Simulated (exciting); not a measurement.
# Cu: single point with PBE

Cu:

```
Cu
1.0
     0.00000    1.80750    1.80750
     1.80750    0.00000    1.80750
     1.80750    1.80750    0.00000
Cu
1
Direct
  0.00000 0.00000 0.00000
```

| Quantity | Value |
| --- | --- |
| Program | exciting (release sodium) |
| Task | single point |
| Functional | PBE |
| Potentials or basis | all-electron LAPW+lo, shipped species files, valence relativity iora* |
| rgkmax | 9 |
| k mesh | 13 × 13 × 13 |
| Occupations | gaussian, width 0.027 eV |
| Spin | no spin polarisation |
| outputlevel | high |
| gmaxvr (cutoff of density and potential) | 14 1/bohr |
| lmaxapw (and lmaxmat) | 10 |
| lmaxvr | 8 |
| nempty | 12 |
| Valence relativity | iora* |
| epsengy | 1e-05 Ha |
| epspot | 1e-05 Ha |
| maxscl | 60 |
| Muffin-tin radii | Cu 2.0 bohr |

| Item | Value |
| --- | --- |
| Band gap on the k mesh | none (metal or under the smearing width) |
| All electrons inside the program's atomic spheres | Cu 27.36 (radii Cu 2.0 bohr) |

Levels at points of the mesh, in eV from the Fermi level:
```csv
k point,band 5,band 6,band 7,band 8,band 9,band 10,band 11,band 12,band 13,band 14
"(0.00, 0.00, 0.00)",-3.21,-3.21,-3.21,-2.38,-2.38,22.41,25.01,25.01,25.01,28.89
```

It took 32 s on 1 thread of Arm Neoverse V2, with other jobs on the host, peak memory 0.09 GiB.
